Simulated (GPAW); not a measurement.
# InAs in GPAW: convergence with plane-wave cutoff (eV)

Input of the first run (plane-wave cutoff (eV) 240); the others differ in this setting and in those tied to it:

Contents of run.py:

```python
import json
import numpy as np
from ase import Atoms
from ase.calculators.mixing import SumCalculator
from ase.constraints import FixSymmetry
from ase.filters import FrechetCellFilter
from ase.io import write
from ase.optimize import BFGS
from ase.spacegroup import crystal
from dftd3.ase import DFTD3
from phonopy import Phonopy
from phonopy.structure.atoms import PhonopyAtoms
from gpaw import GPAW, PW

# In 4b
# As 4a
atoms = crystal(['In', 'As'],
                basis=[[0.5, 0.0, 0.0],
                       [0.0, 0.0, 0.0]],
                spacegroup=225, setting=1,  # Fm-3m
                cellpar=[5.754608, 5.754608, 5.754608, 90.0, 90.0, 90.0],
                primitive_cell=True)

calc = GPAW(mode=PW(240),
            xc='PBE',
            kpts={'size': (8, 8, 8), 'gamma': True},
            occupations={'name': 'fermi-dirac', 'width': 0.05},
            nbands=18,
            convergence={'density': 1e-06, 'eigenstates': 1e-09},
            maxiter=150,
            txt='gpaw.txt')
atoms.calc = SumCalculator([calc, DFTD3(damping='d3bj', params_tweaks=dict(method='pbe', atm=True))])
atoms.set_constraint(FixSymmetry(atoms))
BFGS(FrechetCellFilter(atoms), trajectory='relax.traj', logfile='-').run(fmax=0.005, steps=40)
atoms.set_constraint()
energy = atoms.get_potential_energy()
forces = atoms.get_forces()
stress = atoms.get_stress()
calc.write('gs.gpw')
write('result.traj', atoms)
print('Cell:', atoms.cell.cellpar().round(4))
print(atoms.get_scaled_positions().round(5))

def force_constants(scale):
    unit = PhonopyAtoms(symbols=atoms.get_chemical_symbols(), cell=atoms.cell[:] * scale**(1 / 3),
                        scaled_positions=atoms.get_scaled_positions())
    ph = Phonopy(unit, supercell_matrix=np.diag([1, 1, 1]), primitive_matrix=np.eye(3), symprec=1e-4)
    ph.generate_displacements(distance=0.01)
    forces = []
    for i, sc in enumerate(ph.supercells_with_displacements):
        a = Atoms(sc.symbols, cell=sc.cell, scaled_positions=sc.scaled_positions, pbc=True)
        c = GPAW(mode=PW(240),
                 xc='PBE',
                 kpts={'size': (8, 8, 8), 'gamma': True},
                 occupations={'name': 'fermi-dirac', 'width': 0.05},
                 nbands=18,
                 convergence={'density': 1e-06, 'eigenstates': 1e-09},
                 maxiter=150,
                 txt=f'disp-{scale:.3f}-{i:02d}.txt')
        a.calc = SumCalculator([c, DFTD3(damping='d3bj', params_tweaks=dict(method='pbe', atm=True))])
        f = a.get_forces()
        forces.append(f - f.mean(axis=0))
        print(f'displacement {i}: drift', f.mean(axis=0).round(5), flush=True)
    ph.forces = forces
    ph.produce_force_constants()
    ph.symmetrize_force_constants()
    return ph

qpoints = [[0.0, 0.0, 0.0]]
results = {}
for scale in [1.0]:
    ph = force_constants(scale)
    ph.run_qpoints(qpoints)
    nu = ph.qpoints.frequencies * 33.35641  # THz to cm^-1
    results[f'{scale:.3f}'] = nu.tolist()
    for qp, f in zip(qpoints, nu):
        print(scale, np.round(qp, 4), f.round(2))
json.dump(results, open('phonons.json', 'w'))
```

Potentials or basis: GPAW PAW data sets (gpaw-data 1.2.1), pw.

Command:

```sh
$ OMP_NUM_THREADS=1 python run.py
```

Measurements of this composition are mostly on another form, of space group No. 216.

Hardware: 1 thread of Arm Neoverse V1, on a shared host.

| plane-wave cutoff (eV) | energy less the tightest run, at zero smearing (meV/atom) | highest phonon frequency (cm⁻¹) | SCF cycles | CPU time (s) | peak memory (GiB) |
| --- | --- | --- | --- | --- | --- |
| 240 | 279.59 | 132 | 10 | 48 | 0.25 |
| 300 | 230.79 | 139 | 10 | 64 | 0.27 |
| 370 | 97.70 | 142 | 10 | 100 | 0.3 |
| 450 | 0.00 | 133 | 10 | 82 | 0.33 |

Not settled before the last step: the energy (to 1 meV/atom), the highest phonon frequency (to 2 cm⁻¹). The tightest run that finished is the yardstick and may itself not be fully converged.
